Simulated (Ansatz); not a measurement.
# Sn (diamond type): from bands to localised orbitals, part 2 of 2

Aim: build maximally localised Wannier functions for Sn (diamond type) from several sets of trial orbitals, and check spreads and centres, and how well the models interpolate the bands. The runs, in order: PBE, valence s p on half of the atoms, 4×4×4; PBE, valence s p on half of the atoms, 6×6×6; PBE, all s p, disentangled, 4×4×4; r2SCAN, valence s p on half of the atoms, 4×4×4; r2SCAN, all s p, disentangled, 4×4×4 (level, trial orbitals, Wannier mesh).

Ansatz 0.2.0; plane waves, PAW; no spin-orbit coupling unless a run is so named.

## 5. r2SCAN, valence s p on half of the atoms, 4×4×4

Input file input.yaml:

```yaml
crystal:
  lattice:
    - [0.0, 3.2844597792, 3.2844597792]
    - [3.2844597792, 0.0, 3.2844597792]
    - [3.2844597792, 3.2844597792, 0.0]
  atoms:
    - { symbol: Sn, position: [0.0, 0.0, 0.0] }
    - { symbol: Sn, position: [0.25, 0.25, 0.25] }
kpoints:
  mp_grid: { grid: [6, 6, 6] }
  band_path:
    path:
      - [[0.0, 0.0, 0.0], [0.5, 2.901778868546e-17, 0.5], [0.625, 0.25, 0.625]]
      - [[0.375, 0.375, 0.75], [0.0, 0.0, 0.0], [0.5, 0.5, 0.5], [0.5, 0.25, 0.75], [0.5, 2.901778868546e-17, 0.5]]
    npoints: 10
hamiltonian:
  xc: r2scan
scf:
  occupations: { method: fermi_dirac, width: 0.02 }
  n_extra_bands: 6
output:
  forces: false
  stress: false
  eigenvalues: true
  wannier:
    kmesh: [4, 4, 4]
    projections: [{ site: 0, l: s, shell: 5 }, { site: 0, l: p, shell: 5 }]
    minimise: true
    write_hr: true
    conv_tol: 1.0e-08
    max_iter: 3000
```

Command:

```
> ansatz run input.yaml --threads 4 --pin off --max-ram 3686MiB --backend cpu --events-out ev --progress --plain --runs-dir out
```

Standard output (excerpt; [...] marks lines left out):

```text
Warning: RAYON_NUM_THREADS=4 ignored (pool sized by the plan → 4); use --threads N
scf.n_extra_bands = 6 over 14 filled bands (N_el = 28.0): the run solves 20 bands
[...]
Pseudopotentials: kind: paw
Pseudopotential: Sn, paw, valence charge 14, recommended cutoff 500 eV (meta_gga), Sn.paw.azcp
Functional definition: r2SCAN
[...]
Crystal: 2 atoms, lattice volume = 70.863 Å³
Basis set: ecut = 500 eV, 1807 PW (Γ), exchange–correlation on 144×144×144 points (64 copies of the dense FFT grid, shifted against one another)
Bands: 20, of which v1, the nominal top of the filled ones, is band 14 counted from 1 (13 counted from 0)
Symmetry: 48 space group operations
Space group: Fd-3m (ITA 227), of the structure as read, at distance tolerance 4.1e-5 Å
k-points: 16 of 216
[...]
SCF iter   1: F=—  HF=-12077.240053 eV  |F-HF|=—  |Δ(HF+E_count)|=         —  Δρ=5.05e-3  dr2=7.36e-3  dr2_τ=4.58e-3  ethr=1.77e-3  ⟨swp⟩=6.5  Hψ=1778  notcnv=0
[...]
WARN: eigensolver did not converge in 3 slots of this pass, the one above among them; of largest residual over every band (k=4): 1 band(s) unlocked (lowest unlocked band 19, counted from 0; max residual 3.70e-6 eV among the unlocked bands, 3.70e-6 eV over every band); of lowest unlocked [...]
the Wannier pass solved 11 of the 64 points of its mesh, and has the states at the others by symmetry: states obtained by the crystal's operations at points that were solved too leave a residual of 1.92e-13 eV (read by the count's bands and the next), within 6.67e-6 eV
NSCF: frozen V_eff on 11 k-points
the Wannier pass solved 11 of the 64 points of its mesh, and has the states at the others by symmetry: states obtained by the crystal's operations at points that were solved too leave a residual of 1.53e-13 eV (read by the count's bands and the next), within 6.67e-6 eV
SCF converged after 6 iterations
Free energy (F): -12077.248125 eV
[...]
E sigma→0 (E₀):  -12077.247839 eV
Entropy (-TS):   -0.000571 eV (-0.285 meV/atom)
Fermi energy:    7.320430 eV
[...]
--- Band table (eV; the first three rows and the last of 16) ---
  k-point 0: bands = ["-15.0795", "-15.0795", "-15.0795", "-15.0210", "-15.0210", "-14.7254", "-14.7254", "-14.7254", "-14.7138", "-14.7138", "-3.5742", "6.6855", "7.3147", "7.3147", "7.3147", "9.5268", "9.5268", "9.5268", "12.6714", "15.4813"]
[...]
Wannier search: line search 1 of at most 3000: gauge-dependent spread (as the search counts it) 6.1733173 Å², largest recent change 5.3e-1 Å² and fall left 6.0e-3 Å² against conv_tol 1.0e-8 Å², 0 stops escaped
```

Run time: 3.4 s. Hardware: 4 threads of Arm Neoverse V1, shared host; peak memory 0.46 GiB.

The eigensolver's warning concerns residuals under 0.0001 eV, too small to move the results.

wannier.win names the bands that the functions span: combinations of 11-15 (counted from 1; 14 are filled). Combinations are drawn from entangled bands, so such a model needn't follow any one band.

The head of wannier.spreads.toml:

```toml
omega_i_ang2 = 9.453576613418178
omega_d_ang2 = 0.019428812176267733
omega_od_ang2 = 0.8122481795290906
omega_total_ang2 = 10.285253605123536
least_projectability = 0.617295416655561
b_vectors_match_mmn = true
n_iter = 21
converged = true
rejected_fitted_steps = 1
```

The functions (centres in Å, on-site energies from the highest level of the last filled band):

```
n       x       y       z  spread (Å²)  on-site (eV)  nearest atoms  distance (Å)
1   0.748   0.748   0.748        2.571        -4.732            Sn1          1.30
2  -0.748  -0.748   0.748        2.571        -4.732            Sn1          1.30
3  -0.748   0.748  -0.748        2.571        -4.732            Sn1          1.30
4   0.748  -0.748  -0.748        2.571        -4.732            Sn1          1.30
```

Along the path each interpolated band stays within 0.38, 1.00, 0.27, 0.09 eV of the nearest computed level, from the lowest band up.

Misses of an eV or more mean that the model does not follow those bands.

## 6. r2SCAN, all s p, disentangled, 4×4×4

input.yaml, as its differences from that of step 5:

```diff
@@ -19,3 +19,3 @@
   occupations: { method: fermi_dirac, width: 0.02 }
-  n_extra_bands: 6
+  n_extra_bands: 8
 output:
@@ -26,3 +26,3 @@
     kmesh: [4, 4, 4]
-    projections: [{ site: 0, l: s, shell: 5 }, { site: 0, l: p, shell: 5 }]
+    projections: [{ species: Sn, l: s, shell: 5 }, { species: Sn, l: p, shell: 5 }]
     minimise: true
@@ -31 +31,6 @@
     max_iter: 3000
+    disentanglement: { window: [-18.69, 23.31], frozen_window: [-0.69, 8.81] }
+  write_density: true
+  write_potential: true
+  elf: true
+  volumetric_format: npy
```

Command:

```
> ansatz run input.yaml --threads 4 --pin off --max-ram 3686MiB --backend cpu --events-out ev --progress --plain --runs-dir out
```

Standard output:

```text
Warning: RAYON_NUM_THREADS=4 ignored (pool sized by the plan → 4); use --threads N
scf.n_extra_bands = 8 over 14 filled bands (N_el = 28.0): the run solves 22 bands
[... 4 set-up lines as earlier in the session ...]
  parameter k0 = 0.174
  parameter k1 = 0.065
  parameter a1 = 4.9479
  exchange = r2scan_x(k0 = k0, k1 = k1, a1 = a1)
  correlation = r2scan_c
Crystal: 2 atoms, lattice volume = 70.863 Å³
Basis set: ecut = 500 eV, 1807 PW (Γ), exchange–correlation on 144×144×144 points (64 copies of the dense FFT grid, shifted against one another)
Bands: 22, of which v1, the nominal top of the filled ones, is band 14 counted from 1 (13 counted from 0)
[... 2 set-up lines as earlier in the session ...]
k-points: 16 of 216
[... 2 set-up lines as earlier in the session ...]
PAW frozen core: Sn, regenerated for the run's functional (the file was generated under x = pbe(κ = 0.804, μ = 0.2195149727645171), c = pbe(β = 0.06672455060314922))
PAW one-centre angular grid: Sn, 590 points (default); XC on 249 of its mesh's 2787 points in the sphere
[... 2 set-up lines as earlier in the session ...]
Functional: x = r2scan, c = r2scan; τ floored in thin density (d = 2e-4 eV/Å³)
SCF iter   1: F=—  HF=-12077.240046 eV  |F-HF|=—  |Δ(HF+E_count)|=         —  Δρ=5.06e-3  dr2=7.39e-3  dr2_τ=4.58e-3  ethr=1.77e-3  ⟨swp⟩=6.3  Hψ=1923  notcnv=0
preconditioner: auto → none  [insulator: Δε(μ)=0.448 eV  Ē_g=23.528 eV  σ=0.020 eV  W_gap=0.54  n_scr=14 (ndim 8)  ℏωp=23.3 eV  f_vac=0.104  D(μ)=0.59/eV (n_scr^D=0)  ε∞_Penn≈2.0]
SCF iter   2: F=—  HF=-12077.247890 eV  |F-HF|=—  |Δ(HF+E_count)|=   7.84e-3  Δρ=1.88e-3  dr2=1.14e-3  dr2_τ=2.39e-5  ethr=2.64e-5  ⟨swp⟩=2.8  Hψ=806  notcnv=0  defer=52
SCF iter   3: F=—  HF=-12077.248153 eV  |F-HF|=—  |Δ(HF+E_count)|=   2.63e-4  Δρ=7.26e-4  dr2=1.70e-4  dr2_τ=5.89e-6  ethr=4.05e-6  ⟨swp⟩=3.0  Hψ=578  notcnv=0  defer=52
SCF iter   4: F=—  HF=-12077.248125 eV  |F-HF|=—  |Δ(HF+E_count)|=   2.79e-5  Δρ=7.94e-5  dr2=2.82e-6  dr2_τ=8.52e-8  ethr=6.06e-7  ⟨swp⟩=3.0  Hψ=554  notcnv=0  defer=52
SCF iter   5: F=—  HF=-12077.248125 eV  |F-HF|=—  |Δ(HF+E_count)|=   6.62e-7  Δρ=1.02e-5  dr2=3.07e-8  dr2_τ=8.07e-10  ethr=1.01e-8  ⟨swp⟩=2.0  Hψ=525  notcnv=0  defer=52
SCF iter   6: F=-12077.248125 eV  HF=-12077.248125 eV  |F-HF|=2.13e-10  |Δ(HF+E_count)|=   1.96e-8  Δρ=8.34e-7  dr2=2.55e-10  dr2_τ=9.70e-12  ethr=1.10e-10  ⟨swp⟩=5.6  Hψ=1677  notcnv=0
SCF 1 converged in 6 iterations: F = -12077.248125 eV  dr2 = 2.55e-10
NSCF: frozen V_eff on 62 k-points
NSCF: frozen V_eff on 11 k-points
the Wannier pass solved 11 of the 64 points of its mesh, and has the states at the others by symmetry: states obtained by the crystal's operations at points that were solved too leave a residual of 2.08e-13 eV (read by the count's bands and the next), within 6.67e-6 eV
NSCF: frozen V_eff on 11 k-points
the Wannier pass solved 11 of the 64 points of its mesh, and has the states at the others by symmetry: states obtained by the crystal's operations at points that were solved too leave a residual of 4.49e-13 eV (read by the count's bands and the next), within 6.67e-6 eV
NSCF: frozen V_eff on 11 k-points
the Wannier pass solved 11 of the 64 points of its mesh, and has the states at the others by symmetry: states obtained by the crystal's operations at points that were solved too leave a residual of 4.70e-13 eV (read by the count's bands and the next), within 6.67e-6 eV
SCF converged after 6 iterations
Free energy (F): -12077.248125 eV
Harris-Foulkes:  -12077.248125 eV  (|F-HF|=2.13e-10)
Internal energy: -12077.247554 eV  (E = F + TS)
E sigma→0 (E₀):  -12077.247839 eV
Entropy (-TS):   -0.000571 eV (-0.285 meV/atom)
Fermi energy:    7.320430 eV
--- Per-component energies (eV) ---
  E_band       = -277.863548
  E_kinetic    = 373.313521
  E_local      = -2346.869534  (includes V_loc(G=0)·N_el)
  E_nonlocal   = -64.876547
  E_hartree    = 1344.152666
  E_xc         = -747.708991
  E_vxc        = -207.142791  (∫ρ·V_xc dr)
  E_paw        = -8322.296263  (= ΣΔE_a)
  E_vpaw       = -733.877165  (= ΣTr[D̂ρ^β])
  E_aug_tail   = -0.000001  (compensation charges beyond the density's cutoff)
  E_vtau       = 13.282684  (kinetic-family band-sum trace: ∫τ·v_τ [+ j·A + Jᵃ·Aᵃ] dr)
  E_ewald      = -2314.433044
  E_core_change = 1.470640  (= ΣΔE_core)
  E_smearing   = -0.000571  (= −TS)
  E_closure    = 0.000000  (closes the sum)
  Σ components = -12077.248125   (vs F -12077.248125, Δ=0.00e0)
--- Band table (eV; the first three rows and the last of 16) ---
  k-point 0: bands = ["-15.0795", "-15.0795", "-15.0795", "-15.0210", "-15.0210", "-14.7254", "-14.7254", "-14.7254", "-14.7138", "-14.7138", "-3.5742", "6.6855", "7.3147", "7.3147", "7.3147", "9.5268", "9.5268", "9.5268", "12.6714", "15.4813", "15.4813", "16.0733"]
  k-point 1: bands = ["-15.0951", "-15.0951", "-15.0734", "-14.9982", "-14.9982", "-14.7527", "-14.7527", "-14.7330", "-14.6909", "-14.6909", "-3.3030", "4.4106", "6.8716", "6.8716", "7.9102", "10.1001", "10.1001", "10.7667", "13.7606", "14.4936", "14.4936", "15.4801"]
  k-point 2: bands = ["-15.1103", "-15.1103", "-15.0605", "-14.9710", "-14.9710", "-14.7745", "-14.7745", "-14.7488", "-14.6754", "-14.6754", "-2.5598", "2.0500", "6.3092", "6.3092", "7.5407", "10.6237", "10.6237", "13.1453", "13.8081", "14.9153", "14.9153", "17.4808"]
  k-point 15: bands = ["-15.1423", "-15.1423", "-14.9601", "-14.9601", "-14.8696", "-14.8696", "-14.8204", "-14.8204", "-14.6384", "-14.6384", "-0.3804", "-0.3804", "4.3205", "4.3205", "9.7265", "9.7265", "12.8430", "12.8430", "16.6000", "16.6000", "17.8890", "17.8890"]
Wannier search: line search 1 of at most 3000: gauge-dependent spread (as the search counts it) 7.1891549 Å², largest recent change 1.5e0 Å² and fall left 3.7e-3 Å² against conv_tol 1.0e-8 Å², 0 stops escaped
WARN: <dir> by an estimate from the overlaps, the levels of the selected subspace lie 0.045 eV from the frozen bands on average, midway between mesh points. Up to 0.02 eV counts as a good interpolation. More projections, another frozen window or a finer output.wannier.kmesh can bring them closer
```

Wall time 6.2 s (4 threads of Arm Neoverse V1, shared host); peak memory 0.49 GiB.

The windows are typed on the program's own energy scale, on which the last band filled by count tops at 7.31 eV.

The head of wannier.spreads.toml:

```toml
omega_i_ang2 = 13.321013930605432
omega_d_ang2 = 0.04929159777206723
omega_od_ang2 = 2.0140235564423867
omega_total_ang2 = 15.384329084819885
least_projectability = 0.7912272992069095
b_vectors_match_mmn = true
n_iter = 24
converged = true
rejected_fitted_steps = 0
dis_converged = true
dis_n_iter = 86
dis_n_moved = 0
dis_level_miss = 0.04477188134883773
```

The functions (centres in Å, on-site energies from the highest level of the last filled band):

```
n       x       y       z  spread (Å²)  on-site (eV)  nearest atoms  distance (Å)
1  -0.497  -0.497  -0.497        1.923        -0.355            Sn1          0.86
2   2.139   1.145   1.145        1.923        -0.355            Sn2          0.86
3   0.497  -0.497   0.497        1.923        -0.355            Sn1          0.86
4  -0.497   0.497   0.497        1.923        -0.355            Sn1          0.86
5   0.497   0.497  -0.497        1.923        -0.355            Sn1          0.86
6   2.139   2.139   2.139        1.923        -0.355            Sn2          0.86
7   1.145   2.139   1.145        1.923        -0.355            Sn2          0.86
8   1.145   1.145   2.139        1.923        -0.355            Sn2          0.86
```

Along the path each interpolated band stays within 0.27, 0.09, 0.26, 0.20, 0.41, 0.72, 1.50, 1.50 eV of the nearest computed level, from the lowest band up; bands outside the frozen window needn't match, and between the mesh's points a coarse mesh lets the others stray too.

Misses of an eV or more mean that the model does not follow those bands.

## 7. Comparison

```
                                            run  functions  total spread (Å²)  invariant part (Å²)  mean spread (Å²)  largest miss of a band (eV)   time
   PBE, valence s p on half of the atoms, 4×4×4          4             10.471                9.619             2.618                         1.03  1.8 s
   PBE, valence s p on half of the atoms, 6×6×6          4             12.712               11.843             3.178                         0.89  2.7 s
              PBE, all s p, disentangled, 4×4×4          8             15.245               13.186             1.906                         1.73  3.7 s
r2SCAN, valence s p on half of the atoms, 4×4×4          4             10.285                9.454             2.571                         1.00  3.4 s
           r2SCAN, all s p, disentangled, 4×4×4          8             15.384               13.321             1.923                         1.50  6.2 s
```

## 8. Summary of results

This closing draws on all 2 parts.

```
                                                     quantity                         value
   total spread, PBE, valence s p on half of the atoms, 4×4×4     10.47 Å² over 4 functions
   total spread, PBE, valence s p on half of the atoms, 6×6×6     12.71 Å² over 4 functions
              total spread, PBE, all s p, disentangled, 4×4×4     15.25 Å² over 8 functions
total spread, r2SCAN, valence s p on half of the atoms, 4×4×4     10.29 Å² over 4 functions
           total spread, r2SCAN, all s p, disentangled, 4×4×4     15.38 Å² over 8 functions
                                     centres of the first set  1.29 Å from the nearest atom
```

In words: With PBE, valence s p on half of the atoms, 4×4×4 the 4 functions move off the atoms, with a mean spread of 2.62 Å²; 92 % of the total is gauge invariant. The total spread goes from 10.47 Å² on 4×4×4 to 12.71 Å² on 6×6×6: finite differences in k understate it on coarse meshes, while the largest miss of a band goes from 1.03 to 0.89 eV. On one set and mesh the functional gives 10.47 (PBE), 10.29 (r2SCAN) Å². The disentangled models miss some band by up to 1.7 eV, which may lie outside their frozen windows.
